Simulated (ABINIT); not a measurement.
# TePb (Pm-3m) in ABINIT: notebook

One crystal, TePb, is run at these levels: LDA, PBEsol; tasks: single point.

Everything below comes from runs of ABINIT 10.8.3 (patched build). Logs are shortened: lines on timing, memory, paths and dates and some standing lists are left out, and cuts for length are marked. The log counts tension as positive stress, the text compression.

## Step 1: The structure

It takes space group Pm-3m (No. 221, cubic). The conventional cell has a = 4.002 Å, b = 4.002 Å, c = 4.002 Å, α = 90.00°, β = 90.00°, γ = 90.00°. Pb (site symmetry m-3m) is surrounded by 8 Te at 3.47 Å. Te (site symmetry m-3m) has 8 Pb at 3.47 Å as nearest neighbours.

Measurements of this composition are mostly on another form, of space group No. 225.

## Step 2: Single point, LDA

The input, run.abi:

```
# Pseudopotentials
pp_dirpath "./"
pseudos "Pb.LDA_PW-JTH.xml, Te.LDA_PW-JTH.xml"

# Structure
acell 3*1.0
rprim
     7.5632263022     0.0000000000     0.0000000000
     0.0000000000     7.5632263022     0.0000000000
     0.0000000000     0.0000000000     7.5632263022
ntypat 2
znucl 82 52
natom 2
typat 1 2
xcart
     0.0000000000     0.0000000000     0.0000000000
     3.7816131511     3.7816131511     3.7816131511

# Plane-wave basis
ecut 17.0
pawecutdg 34.0

# k points
kptopt 1
ngkpt 9 9 9
nshiftk 1
shiftk 0.0 0.0 0.0

# Exchange and correlation
ixc 7

# Bands and occupations
nband 14
occopt 3
tsmear 0.05 eV

# SCF cycle
nstep 100
tolvrs 1.0e-9

# Output
iomode 3
prtwf 0
prtden 0
prteig 0
prtebands 0
enunit 2
```

Potentials or basis: JTH PAW LDA v2.0.

Launch:

```
> abinit run.abi > log 2>&1
```

run.abo:

```text
.Version 10.8.3 of ABINIT
 Symmetries : space group Pm -3 m (#221); Bravais cP (primitive cubic)
================================================================================
 Values of the parameters that define the memory need of the present run
     intxc =       0    ionmov =       0      iscf =      17    lmnmax =      18
     lnmax =       6     mgfft =      30  mpssoang =       3    mqgrid =    3001
     natom =       2  nloc_mem =       2    nspden =       1   nspinor =       1
    nsppol =       1      nsym =      48    n1xccc =       1    ntypat =       2
    occopt =       3   xclevel =       1
       mpw =        1463          nfft =       27000          nkpt =          35
 PAW method is used; the additional fine FFT grid is defined by:
   mgfftf=        40    nfftf =     64000
================================================================================
================================================================================

--------------------------------------------------------------------------------
------------- Echo of variables that govern the present computation ------------
--------------------------------------------------------------------------------
 -outvars: echo values of preprocessed input variables --------
            acell      1.0000000000E+00  1.0000000000E+00  1.0000000000E+00 Bohr
              amu      2.07200000E+02  1.27600000E+02
             ecut      1.70000000E+01 Hartree
           enunit           2
              ixc           7
         kptrlatt        9    0    0      0    9    0      0    0    9
          kptrlen      6.80690367E+01
            natom           2
            nband          14
            ngfft          30      30      30
          ngfftdg          40      40      40
             nkpt          35
            nstep         100
             nsym          48
           ntypat           2
           occopt           3
        pawecutdg      3.40000000E+01 Hartree
           prtden           0
        prtebands           0
           prteig           0
            prtwf           0
            rprim      7.5632263022E+00  0.0000000000E+00  0.0000000000E+00
                       0.0000000000E+00  7.5632263022E+00  0.0000000000E+00
                       0.0000000000E+00  0.0000000000E+00  7.5632263022E+00
          spgroup         221
           tolvrs      1.00000000E-09
           tsmear      1.83746611E-03 Hartree
            typat      1  2
           useylm           1
           xangst      0.0000000000E+00  0.0000000000E+00  0.0000000000E+00
                       2.0011434987E+00  2.0011434987E+00  2.0011434987E+00
            xcart      0.0000000000E+00  0.0000000000E+00  0.0000000000E+00
                       3.7816131511E+00  3.7816131511E+00  3.7816131511E+00
             xred      0.0000000000E+00  0.0000000000E+00  0.0000000000E+00
                       5.0000000000E-01  5.0000000000E-01  5.0000000000E-01
            znucl       82.00000   52.00000

================================================================================

 chkinp: Checking input parameters for consistency.

================================================================================
== DATASET  1 ==================================================================

--- !DatasetInfo
iteration_state: {dtset: 1, }
dimensions: {natom: 2, nkpt: 35, mband: 14, nsppol: 1, nspinor: 1, nspden: 1, mpw: 1463, }
cutoff_energies: {ecut:  17.0, pawecutdg:  34.0, }
electrons: {nelect:   2.00000000E+01, charge:   0.00000000E+00, occopt:   3.00000000E+00, tsmear:   1.83746611E-03, }
meta: {optdriver: 0, ionmov: 0, optcell: 0, iscf: 17, paral_kgb: 0, }
...

 Exchange-correlation functional for the present dataset will be:
  LDA: Perdew-Wang 92 LSD fit to Ceperley-Alder data - ixc=7
  J.P.Perdew and Y.Wang, PRB 45, 13244 (1992)

 Real(R)+Recip(G) space primitive vectors, cartesian coordinates (Bohr,Bohr^-1):
 R(1)=  7.5632263  0.0000000  0.0000000  G(1)=  0.1322187  0.0000000  0.0000000
 R(2)=  0.0000000  7.5632263  0.0000000  G(2)=  0.0000000  0.1322187  0.0000000
 R(3)=  0.0000000  0.0000000  7.5632263  G(3)=  0.0000000  0.0000000  0.1322187
 Unit cell volume ucvol=  4.3263464E+02 bohr^3
 Angles (23,13,12)=  9.00000000E+01  9.00000000E+01  9.00000000E+01 degrees

 Coarse grid specifications (used for wave-functions):

 getcut: wavevector=  0.0000  0.0000  0.0000  ngfft=  30  30  30
         ecut(hartree)=     17.000   => boxcut(ratio)=   2.13710

 Fine grid specifications (used for densities):

 getcut: wavevector=  0.0000  0.0000  0.0000  ngfft=  40  40  40
         ecut(hartree)=     34.000   => boxcut(ratio)=   2.01488

--- Pseudopotential description ------------------------------------------------
- pspini: atom type   1  psp file is ./Pb.LDA_PW-JTH.xml
[... 44 lines left out ...]
  sigma(3 3)=  1.76525061E-04  sigma(2 1)=  0.00000000E+00

--- !ResultsGS
iteration_state: {dtset: 1, }
comment   : Summary of ground state results
lattice_vectors:
- [  7.5632263,   0.0000000,   0.0000000, ]
- [  0.0000000,   7.5632263,   0.0000000, ]
- [  0.0000000,   0.0000000,   7.5632263, ]
lattice_lengths: [   7.56323,    7.56323,    7.56323, ]
lattice_angles: [ 90.000,  90.000,  90.000, ] # degrees, (23, 13, 12)
lattice_volume:   4.3263464E+02
convergence: {deltae:  3.158E-10, res2:  5.782E-10, residm:  1.845E-04, diffor: null, }
etotal    :  -6.98352307E+01
entropy   :   0.00000000E+00
fermie    :  -2.77323284E-02
cartesian_stress_tensor: # hartree/bohr^3
- [  1.76525061E-04,   0.00000000E+00,   0.00000000E+00, ]
- [  0.00000000E+00,   1.76525061E-04,   0.00000000E+00, ]
- [  0.00000000E+00,   0.00000000E+00,   1.76525061E-04, ]
pressure_GPa:  -5.1935E+00
xred      :
- [  0.0000E+00,   0.0000E+00,   0.0000E+00, Pb]
- [  5.0000E-01,   5.0000E-01,   5.0000E-01, Te]
cartesian_forces: # hartree/bohr
- [ -0.00000000E+00,  -0.00000000E+00,  -0.00000000E+00, ]
- [ -0.00000000E+00,  -0.00000000E+00,  -0.00000000E+00, ]
force_length_stats: {min:   0.00000000E+00, max:   0.00000000E+00, mean:   0.00000000E+00, }
...

 Integrated electronic density in atomic spheres:
 ------------------------------------------------
 Atom  Sphere_radius  Integrated_density
    1        2.40264         11.31067044
    2        2.31107          3.11415523

================================================================================

 ----iterations are completed or convergence reached----

 Mean square residual over all n,k,spin=   60.450E-08; max=  18.446E-05
 reduced coordinates (array xred) for    2 atoms
       0.000000000000      0.000000000000      0.000000000000
       0.500000000000      0.500000000000      0.500000000000
 rms dE/dt=  0.0000E+00; max dE/dt=  0.0000E+00; dE/dt below (all hartree)
    1       0.000000000000      0.000000000000      0.000000000000
    2       0.000000000000      0.000000000000      0.000000000000

 cartesian coordinates (angstrom) at end:
    1      0.00000000000000     0.00000000000000     0.00000000000000
    2      2.00114349865560     2.00114349865560     2.00114349865560

 cartesian forces (hartree/bohr) at end:
    1     -0.00000000000000    -0.00000000000000    -0.00000000000000
    2     -0.00000000000000    -0.00000000000000    -0.00000000000000
 frms,max,avg= 0.0000000E+00 0.0000000E+00   0.000E+00  0.000E+00  0.000E+00 h/b

 cartesian forces (eV/Angstrom) at end:
    1     -0.00000000000000    -0.00000000000000    -0.00000000000000
    2     -0.00000000000000    -0.00000000000000    -0.00000000000000
 frms,max,avg= 0.0000000E+00 0.0000000E+00   0.000E+00  0.000E+00  0.000E+00 e/A
 length scales=  1.000000000000  1.000000000000  1.000000000000 bohr
              =  0.529177210544  0.529177210544  0.529177210544 angstroms
 Fermi (or HOMO) energy (hartree) =  -0.02773   Average Vxc (hartree)=  -0.35157
 Eigenvalues (hartree) for nkpt=  35  k points:
 kpt#   1, nband= 14, wtk=  0.00137, kpt=  0.0000  0.0000  0.0000 (reduced coord)
  -0.64854   -0.64854   -0.64551   -0.64551   -0.64551   -0.47334   -0.27809   -0.08152
  -0.08152   -0.08152    0.12648    0.12648    0.16569    0.16569
      occupation numbers for kpt#   1
   2.00000    2.00000    2.00000    2.00000    2.00000    2.00000    2.00000    2.00000
   2.00000    2.00000    0.00000    0.00000    0.00000    0.00000
 prteigrs : prtvol=0 or 1, do not print more k-points.

 Fermi (or HOMO) energy (eV) =  -0.75464   Average Vxc (eV)=  -9.56659
 Eigenvalues (   eV  ) for nkpt=  35  k points:
 kpt#   1, nband= 14, wtk=  0.00137, kpt=  0.0000  0.0000  0.0000 (reduced coord)
 -17.64756  -17.64756  -17.56527  -17.56527  -17.56527  -12.88016   -7.56731   -2.21817
  -2.21817   -2.21817    3.44168    3.44168    4.50876    4.50876
 prteigrs : prtvol=0 or 1, do not print more k-points.

--- !EnergyTerms
iteration_state     : {dtset: 1, }
comment             : Components of total free energy in Hartree
kinetic             :  7.45972207757621E+00
hartree             :  2.11526930139877E+01
xc                  : -6.56906687697279E+00
Ewald energy        : -5.24232798622962E+01
psp_core            :  6.05926014354697E+00
local_psp           : -6.64835715700112E+01
PAW spherical_terms :  2.09693830878921E+01
internal            : -6.98348599862772E+01
'-kT*entropy'       : -3.35034591298096E-04
total_energy        : -6.98351950208685E+01
total_energy_eV     : -1.90031246527626E+03
...

--- !EnergyTermsDC
iteration_state     : {dtset: 1, }
comment             : '"Double-counting" decomposition of free energy'
band_energy         : -8.54690351971939E+00
Ewald energy        : -5.24232798622962E+01
psp_core            :  6.05926014354697E+00
xc_dc               : -2.20083864674228E+01
PAW spherical_terms :  7.08441408879091E+00
internal            : -6.98348956171005E+01
'-kT*entropy'       : -3.35034591298096E-04
total_energy_dc     : -6.98352306516918E+01
total_energy_dc_eV  : -1.90031343484036E+03
...

--- !EnergyTermsWithPAWCore
iteration_state     : {dtset: 1, }
comment             : 'Components of total free energy, including PAW core contributions'
Total energy        : -2.76598438906673E+04
Total energy DC     : -2.76598439262981E+04
Total energy (eV)   : -7.52662695612486E+05
Total energy DC (eV): -7.52662696582050E+05
...

 Cartesian components of stress tensor (hartree/bohr^3)
  sigma(1 1)=  1.76525061E-04  sigma(3 2)=  0.00000000E+00
  sigma(2 2)=  1.76525061E-04  sigma(3 1)=  0.00000000E+00
  sigma(3 3)=  1.76525061E-04  sigma(2 1)=  0.00000000E+00

-Cartesian components of stress tensor (GPa)         [Pressure= -5.1935E+00 GPa]
- sigma(1 1)=  5.19354661E+00  sigma(3 2)=  0.00000000E+00
- sigma(2 2)=  5.19354661E+00  sigma(3 1)=  0.00000000E+00
- sigma(3 3)=  5.19354661E+00  sigma(2 1)=  0.00000000E+00

== END DATASET(S) ==============================================================
================================================================================

 -outvars: echo values of variables after computation  --------
            acell      1.0000000000E+00  1.0000000000E+00  1.0000000000E+00 Bohr
           etotal     -6.9835230652E+01
            fcart     -0.0000000000E+00 -0.0000000000E+00 -0.0000000000E+00
                      -0.0000000000E+00 -0.0000000000E+00 -0.0000000000E+00
            rprim      7.5632263022E+00  0.0000000000E+00  0.0000000000E+00
                       0.0000000000E+00  7.5632263022E+00  0.0000000000E+00
                       0.0000000000E+00  0.0000000000E+00  7.5632263022E+00
           strten      1.7652506117E-04  1.7652506117E-04  1.7652506117E-04
                       0.0000000000E+00  0.0000000000E+00  0.0000000000E+00
           xangst      0.0000000000E+00  0.0000000000E+00  0.0000000000E+00
                       2.0011434987E+00  2.0011434987E+00  2.0011434987E+00
             xred      0.0000000000E+00  0.0000000000E+00  0.0000000000E+00
                       5.0000000000E-01  5.0000000000E-01  5.0000000000E-01
 Calculation completed.
```

Wall time 20 s (1 thread of Arm Neoverse V1, shared host); peak memory 0.12 GiB.

What came out:

```yaml
Free_energy: -1900.3134 eV
Band_gap_on_the_k_mesh: none (metal or under the smearing width)
Valence_electrons_inside_the_program's_atomic_spheres: Pb 11.31; Te 3.11
```

Caveat: the cutoff is too short for stress, so the log's stress isn't used. Spin-orbit coupling is left out, which matters for the levels of Pb, Te.

## Step 3: Single point, PBEsol

The input, run.abi:

```
pp_dirpath "./"
pseudos "Pb.GGA_PBE-JTH.xml, Te.GGA_PBE-JTH.xml"

acell 4.002287 4.002287 4.002287 Angstrom
rprim
     1.0000000000     0.0000000000     0.0000000000
     0.0000000000     1.0000000000     0.0000000000
     0.0000000000     0.0000000000     1.0000000000
ntypat 2
znucl 82 52
natom 2
typat 1 2
xred
     0.0000000000     0.0000000000     0.0000000000
     0.5000000000     0.5000000000     0.5000000000

ecut 17.0
pawecutdg 34.0

kptopt 1
ngkpt 9 9 9
nshiftk 1
shiftk 0.0 0.0 0.0

ixc -116133

nband 14
occopt 3
tsmear 0.05 eV

nstep 100
tolvrs 1.0e-9

iomode 3
prtwf 0
prteig 0
prtebands 0
prtden 1
prtvha 1
prtvclmb 1
prtpot 1
```

Potentials or basis: JTH PAW PBE v2.0.

Launch:

```
> abinit run.abi > log 2>&1
```

Wall time 28 s (1 thread of Arm Neoverse V1, shared host); peak memory 0.12 GiB.

It converged, with:

| Item | Value |
| --- | --- |
| Free energy | -1893.5733 eV |
| Band gap on the k mesh | none (metal or under the smearing width) |
| Valence electrons inside the program's atomic spheres | Pb 11.30; Te 3.09 |

Levels at points of the mesh, in eV from the Fermi level:
| k point | band 6 | band 7 | band 8 | band 9 | band 10 | band 11 | band 12 | band 13 | band 14 |
| --- | --- | --- | --- | --- | --- | --- | --- | --- | --- |
| (0.00, 0.00, 0.00) | -12.09 | -6.70 | -1.47 | -1.47 | -1.47 | 4.10 | 4.10 | 5.35 | 5.35 |

Caveat: the cutoff is too short for stress, so the log's stress isn't used; the PAW data sets were made with another functional, which shifts forces and pressure a little. The run has no spin-orbit coupling, so splittings on Pb, Te are missing.
